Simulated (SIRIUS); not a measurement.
# Si (I-42m) in SIRIUS: reference runs

Reference runs on Si: the cell as given and a disturbed copy.

Everything below comes from runs of SIRIUS 7.10.0. Logs are shortened: lines on timing, memory, paths and dates and some standing lists are left out, and cuts for length are marked. The log counts tension as positive stress, the text compression.

### 1 The crystal as given

It takes space group I-42m (No. 121, tetragonal). The conventional cell has a = 7.196 Å, b = 7.196 Å, c = 6.388 Å, α = 90.00°, β = 90.00°, γ = 90.00°. Around Si (site symmetry 1) lie 4 Si at 2.38 to 2.40 Å.

The cell was built by a generator and needn't be a form met in nature.

### 2 Single point, PBE

sirius.json

```json
{
  "control": {
    "processing_unit": "cpu",
    "verbosity": 2,
    "num_bands_to_print": 25,
    "print_forces": true,
    "print_stress": true
  },
  "parameters": {
    "electronic_structure_method": "pseudopotential",
    "xc_functionals": ["XC_GGA_X_PBE", "XC_GGA_C_PBE"],
    "gk_cutoff": 6.0,
    "pw_cutoff": 12.0,
    "ngridk": [6, 6, 6],
    "shiftk": [0, 0, 0],
    "smearing": "fermi_dirac",
    "smearing_width": 0.0018374661,
    "num_bands": 25,
    "num_mag_dims": 0,
    "num_dft_iter": 100,
    "energy_tol": 1e-08,
    "density_tol": 1e-06
  },
  "iterative_solver": {
    "type": "davidson",
    "min_tolerance": 1e-09,
    "tolerance_scale": [0.1, 0.25]
  },
  "mixer": {
    "type": "anderson",
    "beta": 0.7,
    "max_history": 8
  },
  "settings": {
    "tol_ne": 1e-10,
    "pseudo_grid_cutoff": 6.5
  },
  "unit_cell": {
    "lattice_vectors": [
      [-6.799215699142, 6.799215699142, 6.035766344793],
      [6.799215699142, -6.799215699142, 6.035766344793],
      [6.799215699142, 6.799215699142, -6.035766344793]
    ],
    "atom_coordinate_units": "lattice",
    "atom_types": ["Si"],
    "atom_files": {
      "Si": "Si.json"
    },
    "atoms": {
      "Si": [
        [0.76523, 0.11671, 0.23456],
        [0.88215, 0.53067, 0.76544],
        [0.11671, 0.76523, 0.23456],
        [0.46933, 0.23477, 0.35148],
        [0.88329, 0.11785, 0.64852],
        [0.53067, 0.88215, 0.76544],
        [0.23477, 0.46933, 0.35148],
        [0.11785, 0.88329, 0.64852]
      ]
    }
  }
}
```

Potentials or basis: PseudoDojo 0.4.1 PBE standard (scalar relativistic).

Run with:

```
$ upf_to_json Si.upf
$ OMP_NUM_THREADS=1 sirius.scf --input=sirius.json --output=out.json --task=0
```

What it wrote:

```text
[info] SIRIUS version : 7.10.0
[info] number of MPI ranks           : 1
[info] MPI grid                      : 1 1
[info] maximum number of OMP threads : 1
[fft] FFT context for density and potential
[fft] =====================================
[fft]   comm size                             : 1
[fft]   plane wave cutoff                     : 12
[fft]   grid size                             : 48 48 48   total : 110592
[fft]   grid limits                           : -23 24   -23 24   -23 24
[fft]   number of G-vectors within the cutoff : 16300
[fft]   local number of G-vectors             : 16300
[fft]   number of G-shells                    : 2317
[fft] FFT context for coarse grid
[fft] =====================================
[fft]   comm size                             : 1
[fft]   plane wave cutoff                     : 12
[fft]   grid size                             : 48 48 48   total : 110592
[fft]   grid limits                           : -23 24   -23 24   -23 24
[fft]   number of G-vectors within the cutoff : 16300
[fft]   local number of G-vectors             : 16300
[fft]   number of G-shells                    : 2317
[unit cell] lattice vectors
[unit cell]   a1 :      -6.7992156991      6.7992156991      6.0357663448
[unit cell]   a2 :       6.7992156991     -6.7992156991      6.0357663448
[unit cell]   a3 :       6.7992156991      6.7992156991     -6.0357663448
[unit cell] reciprocal lattice vectors
[unit cell]   b1 :      -0.0000000000      0.4620522120      0.5204960686
[unit cell]   b2 :       0.4620522120     -0.0000000000      0.5204960686
[unit cell]   b3 :       0.4620522120      0.4620522120     -0.0000000000
[unit cell] unit cell volume :      1116.11783618 [a.u.^3]
[unit cell] 1/sqrt(omega)    :         0.02993264
[unit cell] MT volume        :         0.00000000 ( 0.00%)
[unit cell] IT volume        :      1116.11783618 (100.00%)
[unit cell] number of atom types : 1
[unit cell] type id : 0 symbol : Si mt_radius :  15.090000 num_atoms : 8
[unit cell] total number of atoms : 8
[unit cell] number of symmetry classes : 1
[unit cell] number of PAW atoms : 0
[unit cell] atom id  type id  class id             position                      vector_field
[unit cell] ------------------------------------------------------------------------------------------
[unit cell]      0        0        0      0.76523   0.11671   0.23456      0.00000   0.00000   0.00000
[unit cell]      1        0        0      0.88215   0.53067   0.76544      0.00000   0.00000   0.00000
[unit cell]      2        0        0      0.11671   0.76523   0.23456      0.00000   0.00000   0.00000
[unit cell]      3        0        0      0.46933   0.23477   0.35148      0.00000   0.00000   0.00000
[unit cell]      4        0        0      0.88329   0.11785   0.64852      0.00000   0.00000   0.00000
[unit cell]      5        0        0      0.53067   0.88215   0.76544      0.00000   0.00000   0.00000
[unit cell]      6        0        0      0.23477   0.46933   0.35148      0.00000   0.00000   0.00000
[unit cell]      7        0        0      0.11785   0.88329   0.64852      0.00000   0.00000   0.00000
[unit cell] atom id         position (Cartesian, a.u.)
[unit cell] ---------------------------------------------
[unit cell]      0      -2.814603    6.004251    3.907434
[unit cell]      1       2.814603    7.594180    3.907434
[unit cell]      2       6.004251   -2.814603    3.907434
[unit cell]      3       0.794964    3.984612    2.128332
[unit cell]      4      -0.794964    9.613819    2.128332
[unit cell]      5       7.594180    2.814603    3.907434
[unit cell]      6       3.984612    0.794964    2.128332
[unit cell]      7       9.613819   -0.794964    2.128332
[unit cell] class id : 0 atom id : 0 1 2 3 4 5 6 7
[unit cell] minimum bond length:     4.502569
[unit cell] total number of pseudo wave-functions: 32
[sym] space group number   : 121
[sym] international symbol : I-42m
[sym] Hall symbol          : I -4 2
[sym] space group transformation matrix :
[sym]  -0.5000  0.5000  0.5000
[sym]   0.5000 -0.5000  0.5000
[sym]   0.5000  0.5000 -0.5000
[sym] space group origin shift :
[sym]   0.0000  0.0000 -0.0000
[sym] number of space group operations  : 8
[sym] number of magnetic group operations : 8
[... 280 lines left out ...]
[find] <mag|B^{XC}>                   :       0.00000000
[find] <rho|V^{H}>                    :       6.54357018
[find] one-electron contribution      :       7.34340138 (Ha),      14.68680276 (Ry)
[find] hartree contribution           :       3.27178509
[find] xc contribution                :     -12.26964979
[find] ewald contribution             :     -32.08101723
[find] PAW contribution               :       0.00000000
[find] smearing (-TS)                 :      -0.00016290
[find] SCF correction                 :      -0.00000122
[find] Total energy                   :     -33.73548177 (Ha),     -67.47096353 (Ry)
[find] Free energy (E-TS)             :     -33.73564467 (Ha),     -67.47128934 (Ry)
[find] band gap (eV)                  :       0.00000000
[find] Efermi                         :       0.21857359
[find] iteration : 11, RMS : 2.016517893413e-08, energy difference : -4.993339075554e-09
[find] Hartree energy of density residual : 2.333020729386e-13
[find] bands are converged : false
[find] iterative solver converged : true
[find] converged after 12 SCF iterations!
[find] Charges and magnetic moments
[find] --------------------------------------------------------------------------------
[find] total charge          : 32.000000
[find] Energy
[find] --------------------------------------------------------------------------------
[find] valence_eval_sum               :       1.07173791
[find] <rho|V^{XC}>                   :     -12.81523365
[find] <rho|E^{XC}>                   :     -12.26964979
[find] <mag|B^{XC}>                   :       0.00000000
[find] <rho|V^{H}>                    :       6.54357018
[find] one-electron contribution      :       7.34340138 (Ha),      14.68680276 (Ry)
[find] hartree contribution           :       3.27178509
[find] xc contribution                :     -12.26964979
[find] ewald contribution             :     -32.08101723
[find] PAW contribution               :       0.00000000
[find] smearing (-TS)                 :      -0.00016290
[find] SCF correction                 :      -0.00000122
[find] Total energy                   :     -33.73548177 (Ha),     -67.47096353 (Ry)
[find] Free energy (E-TS)             :     -33.73564467 (Ha),     -67.47128934 (Ry)
[find] band gap (eV)                  :       0.00000000
[find] Efermi                         :       0.21857359
[ground_state] === stress tensor components [kbar] ===
[ground_state] === stress_kin ===
[ground_state] -2107.751936    0.000000    0.000000
[ground_state]     0.000000-2107.751936   -0.000000
[ground_state]     0.000000   -0.000000-2171.210627
[ground_state] === stress_har ===
[ground_state]  -261.763427    0.000000    0.000000
[ground_state]     0.000000 -261.763427   -0.000000
[ground_state]     0.000000   -0.000000 -338.919967
[ground_state] === stress_ewald ===
[ground_state]  2729.368393   -0.000000   -0.000000
[ground_state]    -0.000000 2729.368393    0.000000
[ground_state]    -0.000000    0.000000 2997.861245
[ground_state] === stress_vloc ===
[ground_state]   387.454633   -0.000000   -0.000000
[ground_state]    -0.000000  387.454633    0.000000
[ground_state]    -0.000000    0.000000  248.118067
[ground_state] === stress_xc ===
[ground_state]   155.116774   -0.000000   -0.000000
[ground_state]    -0.000000  155.116774    0.000000
[ground_state]    -0.000000    0.000000  158.305313
[ground_state] === stress_core ===
[ground_state]   760.968525   -0.000000   -0.000000
[ground_state]    -0.000000  760.968525    0.000000
[ground_state]    -0.000000    0.000000  759.779032
[ground_state] === stress_nonloc ===
[ground_state] -1663.765141    0.000000    0.000000
[ground_state]     0.000000-1663.765141   -0.000000
[ground_state]     0.000000   -0.000000-1653.895902
[ground_state] === stress_us_nl ===
[ground_state] -1663.765141    0.000000    0.000000
[ground_state]     0.000000-1663.765141   -0.000000
[ground_state]     0.000000   -0.000000-1653.895902
[ground_state] === stress_total ===
[ground_state]    -0.372179   -0.000000   -0.000000
[ground_state]    -0.000000   -0.372179   -0.000000
[ground_state]    -0.000000   -0.000000    0.037160
[ground_state] ==== total Forces in Ha/bohr =====
[ground_state] atom:    0, force:       0.0001801      0.0001237     -0.0001279
[ground_state] atom:    1, force:      -0.0001801     -0.0001237     -0.0001279
[ground_state] atom:    2, force:       0.0001237      0.0001801     -0.0001279
[ground_state] atom:    3, force:      -0.0001237      0.0001801      0.0001279
[ground_state] atom:    4, force:       0.0001237     -0.0001801      0.0001279
[ground_state] atom:    5, force:      -0.0001237     -0.0001801     -0.0001279
[ground_state] atom:    6, force:       0.0001801     -0.0001237      0.0001279
[ground_state] atom:    7, force:      -0.0001801      0.0001237      0.0001279
[ground_state] ==== ultrasoft contribution from Qij =====
[ground_state] atom:    0, force:       0.0000000      0.0000000      0.0000000
[ground_state] atom:    1, force:       0.0000000      0.0000000      0.0000000
[ground_state] atom:    2, force:       0.0000000      0.0000000      0.0000000
[ground_state] atom:    3, force:       0.0000000      0.0000000      0.0000000
[ground_state] atom:    4, force:       0.0000000      0.0000000      0.0000000
[ground_state] atom:    5, force:       0.0000000      0.0000000      0.0000000
[ground_state] atom:    6, force:       0.0000000      0.0000000      0.0000000
[ground_state] atom:    7, force:       0.0000000      0.0000000      0.0000000
[ground_state] ==== non-local contribution from Beta-projector =====
[ground_state] atom:    0, force:      -0.0175466     -0.0074773      0.0000860
[ground_state] atom:    1, force:       0.0175466      0.0074773      0.0000860
[ground_state] atom:    2, force:      -0.0074773     -0.0175466      0.0000860
[ground_state] atom:    3, force:       0.0074773     -0.0175466     -0.0000860
[ground_state] atom:    4, force:      -0.0074773      0.0175466     -0.0000860
[ground_state] atom:    5, force:       0.0074773      0.0175466      0.0000860
[ground_state] atom:    6, force:      -0.0175466      0.0074773     -0.0000860
[ground_state] atom:    7, force:       0.0175466     -0.0074773     -0.0000860
[ground_state] ==== contribution from local potential =====
[ground_state] atom:    0, force:       0.4970707      0.0771965      0.1317397
[ground_state] atom:    1, force:      -0.4970707     -0.0771965      0.1317397
[ground_state] atom:    2, force:       0.0771965      0.4970707      0.1317397
[ground_state] atom:    3, force:      -0.0771965      0.4970707     -0.1317397
[ground_state] atom:    4, force:       0.0771965     -0.4970707     -0.1317397
[ground_state] atom:    5, force:      -0.0771965     -0.4970707      0.1317397
[ground_state] atom:    6, force:       0.4970707     -0.0771965     -0.1317397
[ground_state] atom:    7, force:      -0.4970707      0.0771965     -0.1317397
[ground_state] ==== contribution from core density =====
[ground_state] atom:    0, force:       0.0016908      0.0004560      0.0001268
[ground_state] atom:    1, force:      -0.0016908     -0.0004560      0.0001268
[ground_state] atom:    2, force:       0.0004560      0.0016908      0.0001268
[ground_state] atom:    3, force:      -0.0004560      0.0016908     -0.0001268
[ground_state] atom:    4, force:       0.0004560     -0.0016908     -0.0001268
[ground_state] atom:    5, force:      -0.0004560     -0.0016908      0.0001268
[ground_state] atom:    6, force:       0.0016908     -0.0004560     -0.0001268
[ground_state] atom:    7, force:      -0.0016908      0.0004560     -0.0001268
[ground_state] ==== Ewald forces from ions =====
[ground_state] atom:    0, force:      -0.4810350     -0.0700516     -0.1320803
[ground_state] atom:    1, force:       0.4810350      0.0700516     -0.1320803
[ground_state] atom:    2, force:      -0.0700516     -0.4810350     -0.1320803
[ground_state] atom:    3, force:       0.0700516     -0.4810350      0.1320803
[ground_state] atom:    4, force:      -0.0700516      0.4810350      0.1320803
[ground_state] atom:    5, force:       0.0700516      0.4810350     -0.1320803
[ground_state] atom:    6, force:      -0.4810350      0.0700516      0.1320803
[ground_state] atom:    7, force:       0.4810350     -0.0700516      0.1320803
[~DFT_ground_state] local op. applied: 25097
[~DFT_ground_state] evp. work count: 4155.32
[~DFT_ground_state] number of iterative solver steps: 1966
```

Run time: 2.2 min. Hardware: 1 thread of Arm Neoverse V1, shared host; peak memory 0.55 GiB.

Results:

| Quantity | Value |
| --- | --- |
| Free energy | -917.9937 eV |
| Pressure | 0.0 GPa |
| Largest force | 0.013 eV/Å |
| Band gap on the k mesh | none (metal or under the smearing width) |

Forces in eV/Å, atoms in the order of the input:
```
Si   0.009  0.006 -0.007
Si  -0.009 -0.006 -0.007
Si   0.006  0.009 -0.007
Si  -0.006  0.009  0.007
Si   0.006 -0.009  0.007
Si  -0.006 -0.009 -0.007
Si   0.009 -0.006  0.007
Si  -0.009  0.006  0.007
```

### 3 Single point, PBE (atoms moved at random, drawn with an rms of 0.05 Å)

Changes to sirius.json since step 2:

```diff
@@ -39,6 +39,7 @@
     "lattice_vectors": [
-      [-6.799215699142, 6.799215699142, 6.035766344793],
-      [6.799215699142, -6.799215699142, 6.035766344793],
-      [6.799215699142, 6.799215699142, -6.035766344793]
+      [-0.5988949485, 0.5988949485, 0.531648080334],
+      [0.5988949485, -0.5988949485, 0.531648080334],
+      [0.5988949485, 0.5988949485, -0.531648080334]
     ],
+    "lattice_vectors_scale": 11.3529354625,
     "atom_coordinate_units": "lattice",
@@ -50,10 +51,10 @@
       "Si": [
-        [0.76523, 0.11671, 0.23456],
-        [0.88215, 0.53067, 0.76544],
-        [0.11671, 0.76523, 0.23456],
-        [0.46933, 0.23477, 0.35148],
-        [0.88329, 0.11785, 0.64852],
-        [0.53067, 0.88215, 0.76544],
-        [0.23477, 0.46933, 0.35148],
-        [0.11785, 0.88329, 0.64852]
+        [0.773941, 0.12111, 0.244356],
+        [0.89332, 0.54281, 0.761449],
+        [0.111215, 0.76789, 0.228965],
+        [0.477415, 0.239041, 0.363635],
+        [0.888074, 0.112729, 0.64343],
+        [0.536119, 0.894878, 0.764769],
+        [0.234357, 0.472073, 0.354699],
+        [0.111961, 0.886497, 0.640028]
       ]
```

Potentials or basis: PseudoDojo 0.4.1 PBE standard (scalar relativistic).

Run with:

```
$ upf_to_json Si.upf
$ OMP_NUM_THREADS=1 sirius.scf --input=sirius.json --output=out.json --task=0
```

What it wrote:

```text
[info] SIRIUS version : 7.10.0
[info] number of MPI ranks           : 1
[info] MPI grid                      : 1 1
[info] maximum number of OMP threads : 1
[fft] FFT context for density and potential
[fft] =====================================
[fft]   comm size                             : 1
[fft]   plane wave cutoff                     : 12
[fft]   grid size                             : 48 48 48   total : 110592
[fft]   grid limits                           : -23 24   -23 24   -23 24
[fft]   number of G-vectors within the cutoff : 16300
[fft]   local number of G-vectors             : 16300
[fft]   number of G-shells                    : 2317
[fft] FFT context for coarse grid
[fft] =====================================
[fft]   comm size                             : 1
[fft]   plane wave cutoff                     : 12
[... 439 lines left out ...]
[ground_state] atom:    1, force:      -0.4693826     -0.1591514      0.1374333
[ground_state] atom:    2, force:       0.1283941      0.4930783      0.1447380
[ground_state] atom:    3, force:      -0.0777560      0.5166591     -0.1027617
[ground_state] atom:    4, force:      -0.0427573     -0.4744814     -0.1163300
[ground_state] atom:    5, force:      -0.1483180     -0.4790723      0.1244707
[ground_state] atom:    6, force:       0.5015342     -0.0688818     -0.1694265
[ground_state] atom:    7, force:      -0.4447570     -0.0059385     -0.1573628
[ground_state] ==== contribution from core density =====
[ground_state] atom:    0, force:       0.0023797      0.0016760      0.0001915
[ground_state] atom:    1, force:      -0.0011426     -0.0015456      0.0005887
[ground_state] atom:    2, force:       0.0006737      0.0013989      0.0002305
[ground_state] atom:    3, force:      -0.0003990      0.0022197      0.0001818
[ground_state] atom:    4, force:      -0.0015507     -0.0010858     -0.0002158
[ground_state] atom:    5, force:      -0.0011439     -0.0015181      0.0003172
[ground_state] atom:    6, force:       0.0016625     -0.0004810     -0.0006876
[ground_state] atom:    7, force:      -0.0006323     -0.0007337     -0.0006812
[ground_state] ==== Ewald forces from ions =====
[ground_state] atom:    0, force:      -0.5333941     -0.1700463     -0.1376473
[ground_state] atom:    1, force:       0.4557526      0.1484193     -0.1403025
[ground_state] atom:    2, force:      -0.1231580     -0.4754543     -0.1440383
[ground_state] atom:    3, force:       0.0712779     -0.5031901      0.1049486
[ground_state] atom:    4, force:       0.0467505      0.4584254      0.1170357
[ground_state] atom:    5, force:       0.1378834      0.4666118     -0.1278210
[ground_state] atom:    6, force:      -0.4863785      0.0633852      0.1695767
[ground_state] atom:    7, force:       0.4312663      0.0118490      0.1582481
[~DFT_ground_state] local op. applied: 88548
[~DFT_ground_state] evp. work count: 14679
[~DFT_ground_state] number of iterative solver steps: 7195
```

Run time: 7.9 min. Hardware: 1 thread of Arm Neoverse V1, shared host; peak memory 1.6 GiB.

What came out:

```
Free energy            : -917.8647 eV
Pressure               : 0.6 GPa
Largest force          : 1.169 eV/Å
Band gap on the k mesh : none (metal or under the smearing width)
```

Forces in eV/Å, atoms in the order of the input:
```
Si  -0.364 -0.751  0.024
Si  -0.178  0.451 -0.479
Si  -0.184  0.317  0.014
Si  -0.036 -0.479 -0.050
Si   1.096 -0.395  0.098
Si   0.196  0.075 -0.307
Si  -0.020  0.077  0.343
Si  -0.510  0.705  0.357
```

Stress tensor (GPa, compression positive):
```
-0.02  0.24 -0.68
 0.24  0.57 -0.43
-0.68 -0.43  1.16
```
